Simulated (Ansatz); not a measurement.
**C: bands on a dense mesh**

Aim: solve C self-consistently, get levels and band slopes on a dense mesh, and map the Fermi surface or, if there is a gap, the valleys at its edges.

A COD entry behind a cell of this session may itself be a prediction, so a difference from it is no test against experiment.

Method: DFT PBE, scalar-relativistic, plane waves, PAW; levels and slopes on a dense k mesh at the converged density, in Ansatz 0.2.0.

## Step 1: The structure to begin with

Symmetry: P6_3/mmc, No. 194, hexagonal system. Conventional cell: a = 2.522 Å, b = 2.522 Å, c = 12.356 Å, α = 90.00°, β = 90.00°, γ = 120.00°. C (site symmetry 3m) is surrounded by 4 C at 1.54 Å.

As a file:

```
C
1.0
     2.52210    0.00000    0.00000
    -1.26105    2.18420    0.00000
     0.00000    0.00000   12.35570
C
12
Direct
  0.00000 0.00000 0.18750
  0.00000 0.00000 0.68750
  0.00000 0.00000 0.31250
  0.00000 0.00000 0.81250
  0.33333 0.66667 0.52083
  0.66667 0.33333 0.02083
  0.33333 0.66667 0.97917
  0.66667 0.33333 0.47917
  0.33333 0.66667 0.64583
  0.66667 0.33333 0.14583
  0.33333 0.66667 0.85417
  0.66667 0.33333 0.35417
```

The structure comes from the Crystallography Open Database and is not relaxed.

## Step 2: The run

Input file input.yaml:

```yaml
crystal:
  lattice:
    - [2.5221, 0.0, 0.0]
    - [-1.26105, 2.18420267, 0.0]
    - [0.0, 0.0, 12.3557]
  atoms:
    - { symbol: C, position: [0.0, 0.0, 0.1875] }
    - { symbol: C, position: [0.0, 0.0, 0.6875] }
    - { symbol: C, position: [0.0, 0.0, 0.3125] }
    - { symbol: C, position: [0.0, 0.0, 0.8125] }
    - { symbol: C, position: [0.33333333, 0.66666667, 0.52083] }
    - { symbol: C, position: [0.66666667, 0.33333333, 0.02083] }
    - { symbol: C, position: [0.33333333, 0.66666667, 0.97917] }
    - { symbol: C, position: [0.66666667, 0.33333333, 0.47917] }
    - { symbol: C, position: [0.33333333, 0.66666667, 0.64583] }
    - { symbol: C, position: [0.66666667, 0.33333333, 0.14583] }
    - { symbol: C, position: [0.33333333, 0.66666667, 0.85417] }
    - { symbol: C, position: [0.66666667, 0.33333333, 0.35417] }
basis:
  ecutwfc: 420
kpoints:
  mp_grid: { grid: [18, 18, 4] }
hamiltonian:
  xc: pbe
scf:
  occupations: { method: gaussian, width: 0.05 }
output:
  forces: true
  eigenvalues: true
  eigenstates:
    nscf_kmesh: { grid: [42, 42, 8] }
    top_band: c6
    de_dk: true
    localisation: false
  stress: true
checkpoint:
  write: ck
  compress: false
  write_wavefunctions: false
  write_every: 100000
```

On the command line:

```sh
$ ansatz run input.yaml --threads 4 --pin off --max-ram 9216MiB --backend cpu --events-out ev --progress --plain --runs-dir out
```

Standard output:

```text
Warning: RAYON_NUM_THREADS=4 ignored (pool sized by the plan → 4); use --threads N
Engine: ansatz 0.2.0, x86_64-unknown-linux-gnu
Pseudopotentials: kind: paw
Pseudopotential: C, paw, valence charge 4, recommended cutoff 420 eV (normal), C.paw.azcp
Functional definition: PBE
  parameter kappa = 0.804
  parameter beta = 0.06672455060314922
  exchange = pbe_x(kappa = kappa, mu = beta*pi^2/3)
  correlation = pbe_c(beta = beta)
Crystal: 12 atoms, lattice volume = 68.065 Å³
Basis set: ecut = 420 eV, 1355 PW (Γ), exchange–correlation on 36×36×180 points (8 copies of the dense FFT grid, shifted against one another)
Bands: 36, of which v1, the nominal top of the filled ones, is band 24 counted from 1 (23 counted from 0)
Symmetry: 24 space group operations
Space group: P63/mmc (ITA 194), of the structure as read, at distance tolerance 4.1e-5 Å
k-points: 111 of 1296
Non-local potential: C, projectors of the file, l = 0: 2, l = 1: 2, l = 2: 1
PAW form: soft (Blöchl's): semilocal exchange-correlation on the pseudo side does not see the compensation charge
PAW one-centre angular grid: C, 110 points (default); XC on 64 Gauss nodes
Initial density: superposition of atomic densities (neutral atoms: chi_scale 0, normalization atom), corrected by the library's trained network
Initial wavefunctions: pseudopotential atomic-orbital guess
Functional: x = pbe(κ = 0.804, μ = 0.2195149727645171), c = pbe(β = 0.06672455060314922)
SCF iter   1: F=—  HF=-3009.603936 eV  |F-HF|=—  |Δ(HF+E_count)|=         —  Δρ=3.06e-3  dr2=3.69e-3  ethr=1.77e-3  ⟨swp⟩=6.1  Hψ=18741  notcnv=0  defer=66
preconditioner: auto → none  [insulator: Δε(μ)=4.376 eV  Ē_g=17.039 eV  σ=0.050 eV  W_gap=1.00  n_scr=10 (ndim 8)  ℏωp=31.2 eV  f_vac=0.000  D(μ)=0.00/eV (n_scr^D=0)  ε∞_Penn≈4.3]
SCF iter   2: F=—  HF=-3009.603708 eV  |F-HF|=—  |Δ(HF+E_count)|=   2.28e-4  Δρ=1.40e-3  dr2=4.17e-4  ethr=7.69e-6  ⟨swp⟩=2.1  Hψ=7378  notcnv=0  defer=218
SCF iter   3: F=—  HF=-3009.603945 eV  |F-HF|=—  |Δ(HF+E_count)|=   2.38e-4  Δρ=4.21e-4  dr2=3.85e-5  ethr=8.69e-7  ⟨swp⟩=2.7  Hψ=5922  notcnv=0  defer=218
SCF iter   4: F=—  HF=-3009.603962 eV  |F-HF|=—  |Δ(HF+E_count)|=   1.69e-5  Δρ=5.76e-5  dr2=6.58e-7  ethr=8.02e-8  ⟨swp⟩=2.5  Hψ=5911  notcnv=0  defer=218
SCF iter   5: F=—  HF=-3009.603963 eV  |F-HF|=—  |Δ(HF+E_count)|=   6.25e-7  Δρ=4.61e-6  dr2=7.23e-9  ethr=1.37e-9  ⟨swp⟩=2.0  Hψ=5813  notcnv=0  defer=218
SCF iter   6: F=—  HF=-3009.603963 eV  |F-HF|=—  |Δ(HF+E_count)|=   4.87e-9  Δρ=9.56e-7  dr2=2.78e-10  ethr=1.51e-11  ⟨swp⟩=2.0  Hψ=5993  notcnv=0  defer=218
SCF iter   7: F=—  HF=-3009.603963 eV  |F-HF|=—  |Δ(HF+E_count)|=  4.92e-10  Δρ=2.01e-7  dr2=1.67e-11  ethr=1.00e-12  ⟨swp⟩=2.0  Hψ=5967  notcnv=0  defer=218
SCF iter   8: F=-3009.603963 eV  HF=-3009.603963 eV  |F-HF|=1.82e-12  |Δ(HF+E_count)|=  1.05e-11  Δρ=3.07e-8  dr2=2.26e-13  ethr=1.00e-12  ⟨swp⟩=11.5  Hψ=19639  notcnv=0
SCF 1 converged in 8 iterations: F = -3009.603963 eV  dr2 = 2.26e-13
NSCF: frozen V_eff on 845 k-points
SCF converged after 8 iterations
Free energy (F): -3009.603963 eV
Harris-Foulkes:  -3009.603963 eV  (|F-HF|=1.82e-12)
Internal energy: -3009.603963 eV  (E = F + TS)
E sigma→0 (E₀):  -3009.603963 eV
Fermi energy:    15.591162 eV
--- Per-component energies (eV) ---
  E_band       = 208.175612
  E_kinetic    = 1107.163653
  E_local      = -736.277668  (includes V_loc(G=0)·N_el)
  E_nonlocal   = 319.989339
  E_hartree    = 161.513346
  E_xc         = -584.640471
  E_vxc        = -725.814479  (∫ρ·V_xc dr)
  E_paw        = -1190.629830  (= ΣΔE_a)
  E_vpaw       = -79.912034  (= ΣTr[D̂ρ^β])
  E_aug_tail   = 0.000106  (compensation charges beyond the density's cutoff)
  E_ewald      = -2086.722438
  E_smearing   = -0.000000  (= −TS)
  E_closure    = -0.000000  (closes the sum)
  Σ components = -3009.603963   (vs F -3009.603963, Δ=0.00e0)
--- Forces (eV/Å), atoms counted from 1 ---
  atom   1  C     -0.00000000     0.00000000    -0.33060121
  atom   2  C     -0.00000000    -0.00000000    -0.33060121
  atom   3  C     -0.00000000     0.00000000     0.33060121
  atom   4  C     -0.00000000    -0.00000000     0.33060121
  atom   5  C      0.00000000    -0.00000000     0.02684211
  atom   6  C     -0.00000000     0.00000000     0.02684211
  atom   7  C      0.00000000    -0.00000000    -0.02684211
  atom   8  C      0.00000000     0.00000000    -0.02684211
  atom   9  C      0.00000000     0.00000000    -0.31037881
  atom  10  C     -0.00000000    -0.00000000    -0.31037881
  atom  11  C      0.00000000     0.00000000     0.31037881
  atom  12  C     -0.00000000    -0.00000000     0.31037881
  max |Σ_I F_I| component: 2.04e-16 eV/Å
--- Stress (GPa, compression-positive) ---
       -0.650743       0.000000       0.000000
        0.000000      -0.650743       0.000000
        0.000000       0.000000       7.526007
  P = ⅓ Tr σ = 2.0748 GPa (20.748 kbar)
--- Band table (eV; the first three rows and the last of 111) ---
  k-point 0: bands = ["-8.1721", "-7.4269", "-7.3817", "-5.1621", "-5.1394", "-2.3718", "-0.0761", "3.9327", "3.9757", "9.5362", "9.6118", "10.4420", "10.4420", "10.8914", "10.8914", "11.0472", "11.0472", "12.2776", "12.2776", "12.4202", "12.4202", "13.2570", "13.4076", "13.4076", "18.7129", "18.7129", "19.0775", "19.7852", "19.7852", "20.2936", "20.2936", "20.3744", "20.9199", "21.3216", "21.3417", "21.3417"]
  k-point 1: bands = ["-8.1239", "-7.7400", "-6.9748", "-5.8445", "-4.3830", "-2.7833", "0.4151", "2.6453", "5.3278", "8.1677", "10.4750", "10.4750", "10.7319", "10.7319", "10.9054", "11.2633", "11.2633", "11.9529", "11.9529", "12.7409", "12.7409", "12.9290", "13.3186", "13.3186", "18.8200", "18.8200", "19.2609", "19.5010", "19.5010", "20.1342", "20.5714", "20.5714", "21.0488", "21.2320", "21.2320", "21.2945"]
  k-point 2: bands = ["-7.9797", "-7.9797", "-6.4543", "-6.4543", "-3.5664", "-3.5664", "1.4361", "1.4361", "6.7410", "6.7410", "10.5732", "10.5732", "10.5732", "10.5732", "11.5883", "11.5883", "11.5883", "11.5883", "12.0734", "12.0734", "13.0772", "13.0772", "13.0772", "13.0772", "19.1083", "19.1083", "19.1083", "19.1083", "19.6841", "19.6841", "20.9491", "20.9491", "20.9491", "20.9491", "21.2062", "21.2062"]
  k-point 110: bands = ["-0.9549", "-0.9549", "-0.7022", "-0.7022", "-0.4358", "-0.4358", "1.5841", "1.5841", "1.9220", "1.9220", "2.4649", "2.4649", "4.0543", "4.0543", "4.6902", "4.6902", "5.1717", "5.1717", "7.6079", "7.6079", "8.0847", "8.0847", "8.6358", "8.6358", "19.2503", "19.2503", "20.5269", "20.5269", "21.6745", "21.6745", "25.0054", "25.0054", "25.1816", "25.1816", "25.6833", "25.6833"]
--- Fermi surface from the table of eigenstates not read: on its mesh, or on one of the eight of every second point, the electrons fill whole bands (an insulator's do; a metal wants a denser output.eigenstates.nscf_kmesh) ---
```

Wall time 11 s (4 threads of Intel Xeon 6975P-C (Granite Rapids), shared host); peak memory 1 GiB.

The time includes the short passes below, which read the saved density.

## Step 3: Levels on the dense mesh

Levels at named points, in eV from the valence-band top, on the 42×42×8 mesh:

```
band      Γ      A      K      H      M      L  lowest  highest
  22  -0.15  -0.33  -4.80  -5.32  -4.06  -3.77   -5.32    -0.15
  23   0.00  -0.33  -4.55  -4.77  -3.64  -3.24   -4.84     0.00
  24   0.00  -0.33  -4.55  -4.77  -2.89  -3.24   -4.77     0.00
  25   5.30   5.70   5.61   5.84   4.53   4.70    4.36     6.32
  26   5.30   5.70   5.61   5.84   5.10   4.70    4.63     6.93
```

## Step 4: Curvature at the band extrema

A second pass solves small stars of points around each extremum from the saved density; its log was not kept.

Changes to input.yaml since step 2:

```diff
@@ -26,15 +26,37 @@
   occupations: { method: gaussian, width: 0.05 }
+checkpoint:
+  read: start.run
+  post_process_only: true
 output:
-  forces: true
-  eigenvalues: true
   eigenstates:
-    nscf_kmesh: { grid: [42, 42, 8] }
+    kpoints:
+      - [0.0, 0.0, 0.0]
+      - [0.0048169, -0.0024084, 0.0]
+      - [-0.0048169, 0.0024084, 0.0]
+      - [0.0, 0.0041715, 0.0]
+      - [0.0, -0.0041715, 0.0]
+      - [0.0, 0.0, 0.0235976]
+      - [0.0, 0.0, -0.0235976]
+      - [0.0, 0.3688381, 0.0]
+      - [0.0048169, 0.3664297, 0.0]
+      - [-0.0048169, 0.3712466, 0.0]
+      - [0.0, 0.3730097, 0.0]
+      - [0.0, 0.3646666, 0.0]
+      - [0.0, 0.3688381, 0.0235977]
+      - [0.0, 0.3688381, -0.0235976]
+      - [-0.6116838, 0.3883162, 0.0]
+      - [-0.6068669, 0.3859078, 0.0]
+      - [-0.6165006, 0.3907246, 0.0]
+      - [-0.6116838, 0.3924877, 0.0]
+      - [-0.6116838, 0.3841447, 0.0]
+      - [-0.6116838, 0.3883162, 0.0235976]
+      - [-0.6116838, 0.3883162, -0.0235976]
+      - [0.0, 0.0, 0.0]
+      - [0.0048169, -0.0024084, 0.0]
+      - [-0.0048169, 0.0024084, 0.0]
+      - [0.0, 0.0041715, 0.0]
+      - [0.0, -0.0041715, 0.0]
+      - [0.0, 0.0, 0.0235976]
+      - [0.0, 0.0, -0.0235976]
     top_band: c6
     de_dk: true
-    localisation: false
-  stress: true
-checkpoint:
-  write: ck
-  compress: false
-  write_wavefunctions: false
-  write_every: 100000
```

Valence band: one maximum at Γ, two bands meeting there, with masses along x of 0.28 and 0.81 mₑ.

Conduction band: six equivalent minima on the Γ–M line, principal masses 0.23, 0.73 and 1.47 mₑ; six equivalent minima on the M–K line, 0.93 eV above the edge, principal masses 0.29, 0.88 and 1.04 mₑ; one minimum at Γ, 0.95 eV above the edge, two bands meeting there, with masses along x of 0.52 and 0.90 mₑ.

## Step 5: What came out

| quantity | value |
| --- | --- |
| gap | 4.36 eV, indirect |
| valence top | one maximum at Γ, two bands meeting there, with masses along x of 0.28 and 0.81 mₑ |
| conduction bottom | six equivalent minima on the Γ–M line, principal masses 0.23, 0.73 and 1.47 mₑ |

What this shows: The gap is indirect, 4.36 eV at this level of theory. Spin-orbit coupling, left out here, would split the bands that meet at an edge and change their masses.

These are semilocal Kohn-Sham gaps, which aren't the measured quantity. Such gaps usually fall short of the measured ones.
